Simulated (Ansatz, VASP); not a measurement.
## Two plane-wave programs on RbBr

The input INCAR:

```
SYSTEM = RbBr
  PREC = Accurate
  ENCUT = 520
  EDIFF = 1E-6
  ISMEAR = 0
  SIGMA = 0.05
  LREAL = .False.
  LASPH = .True.
  NELM = 100
  ALGO = Normal
  ISIF = 2
  LWAVE = .False.
  LCHARG = .False.
  GGA = PE
  NBANDS = 15
```

File KPOINTS:

```
Automatic mesh
0
Gamma
  6 6 6
  0 0 0
```

The input POSCAR:

```
RbBr
1.0
    4.2911203920      0.0000000000      0.0000000000
    0.0000000000      4.2911203920      0.0000000000
    0.0000000000      0.0000000000      4.2911203920
Rb Br
1 1
Direct
    0.0000000000      0.0000000000      0.0000000000
    0.5000000000      0.5000000000      0.5000000000
```

Input for Ansatz:

```yaml
crystal:
  lattice:
    - [4.291120392, 0.0, 0.0]
    - [0.0, 4.291120392, 0.0]
    - [0.0, 0.0, 4.291120392]
  atoms:
    - { symbol: Rb, position: [0.0, 0.0, 0.0] }
    - { symbol: Br, position: [0.5, 0.5, 0.5] }
basis:
  ecutwfc: 420
kpoints:
  mp_grid: { grid: [6, 6, 6] }
hamiltonian:
  xc: pbe
scf:
  occupations: { method: gaussian, width: 0.05 }
output:
  forces: true
  stress: true
  eigenvalues: true
```

Change from the starting cell: strain +0.040 along x and y, +0.040 along z, atoms carried along.

Alike in both runs: task single point; functional PBE; k mesh 6 × 6 × 6; occupations gaussian, width 0.05 eV; no spin polarisation.

|  | VASP | Ansatz |
| --- | --- | --- |
| version | VASP 6.6.1 | Ansatz 0.2.0 |
| potentials or method | VASP PAW PBE potentials, release 64 (Rb_sv, Br) | scalar-relativistic, plane waves, PAW |
| plane-wave cutoff (eV) | 520 | 420 |
| valence electrons in the cell | 16 | 16 |

|  | VASP | Ansatz | Ansatz less VASP |
| --- | --- | --- | --- |
| gap on the k mesh at the Fermi level (eV) | 3.72 | 3.72 | +0.001 |
| least direct gap on the mesh (eV) | 3.86 | 3.87 | 0.000 |
| pressure (GPa) | -0.8 | -0.8 | -0.02 |

With one functional, cell and mesh, what is left measures potentials, basis and numerics.

A k mesh can miss the band edges.
